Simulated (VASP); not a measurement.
# RbBr: G0W0, by functional

RbBr, Fm-3m (no. 225), 2 atoms in the cell.

| Functional | Quasiparticle gap on the mesh (eV) | Gap of the starting point on the mesh (eV) | Quasiparticle gap at the zone centre (eV) | Starting gap at the zone centre (eV) | Correction of the gap between the band edges on the mesh (eV) | Time (s) |
|---|---|---|---|---|---|---|
| LDA | 6.60 | 3.95 | 6.60 | 3.95 | 2.64 | 12 |
| PBE | 6.79 | 4.36 | 6.79 | 4.36 | 2.43 | 16 |
| PBEsol | 6.73 | 4.21 | 6.73 | 4.21 | 2.52 | 16 |
| r2SCAN | 7.08 | 4.97 | 7.08 | 4.97 | 2.11 | 30 |
| HSE06 | 7.30 | 5.54 | 7.30 | 5.54 | 1.75 | 67 |
| PBE0 | 7.57 | 6.27 | 7.57 | 6.27 | 1.30 | 54 |
| HF | 9.05 | 12.03 | 9.05 | 12.03 | -2.98 | 55 |
| SCAN | 7.03 | 4.92 | 7.03 | 4.92 | 2.11 | 37 |

Limits: the mesh is coarse: neither the gap nor the screening is converged.

## Input of the first row

INCAR.step1:
```
SYSTEM = RbBr
PREC = Accurate ; ENCUT = 300
ISMEAR = 0 ; SIGMA = 0.05
LASPH = .TRUE. ; LREAL = .FALSE.
GGA = CA ; ALGO = Normal
EDIFF = 1E-8 ; NELM = 150
LWAVE = .TRUE. ; LCHARG = .FALSE.
KPAR = 4
```

INCAR.step2, as INCAR.step1 but for:
```
- ALGO = Normal
- NELM = 150
+ ALGO = Exact
+ NELM = 1
+ ISTART = 1
+ NBANDS = 188
+ LOPTICS = .TRUE.
```

INCAR.step3:
```
SYSTEM = RbBr
PREC = Accurate ; ENCUT = 300
ISMEAR = 0 ; SIGMA = 0.05
LASPH = .TRUE. ; LREAL = .FALSE.
GGA = CA ; ALGO = EVGW0
NBANDS = 188 ; NBANDSGW = 12
ENCUTGW = 100 ; NOMEGA = 48
PRECFOCK = Fast ; ISTART = 1
LWAVE = .FALSE. ; LCHARG = .FALSE.
NELMGW = 1 ; KPAR = 4
```

KPOINTS:
```
k-points
0
Gamma
  3 3 3
```

POSCAR:
```
RbBr
1.0
    0.0000000000      3.4270000000      3.4270000000
    3.4270000000      0.0000000000      3.4270000000
    3.4270000000      3.4270000000      0.0000000000
Rb Br
1 1
Direct
    0.0000000000      0.0000000000      0.0000000000
    0.5000000000      0.5000000000      0.5000000000
```

Commands (each step's output is kept before the next begins):
```
cat potpaw_LDA.64/Rb_sv_GW/POTCAR potpaw_LDA.64/Br_GW/POTCAR > POTCAR
cp INCAR.step1 INCAR
mpirun -np 4 vasp_std > vasp.out
cp INCAR.step2 INCAR
mpirun -np 4 vasp_std > vasp.out
cp INCAR.step3 INCAR
mpirun -np 4 vasp_std > vasp.out
```

Changes of the last row against the first:
```
(all steps)
- GGA = CA
+ METAGGA = SCAN
+ LMIXTAU = True
- cat potpaw_LDA.64/Rb_sv_GW/POTCAR potpaw_LDA.64/Br_GW/POTCAR > POTCAR
+ cat potpaw_PBE.64/Rb_sv_GW/POTCAR potpaw_PBE.64/Br_GW/POTCAR > POTCAR
```

VASP 6.6.1 took 12 s on 4 cores (Intel Xeon 6975P-C (Granite Rapids)), a shared host.
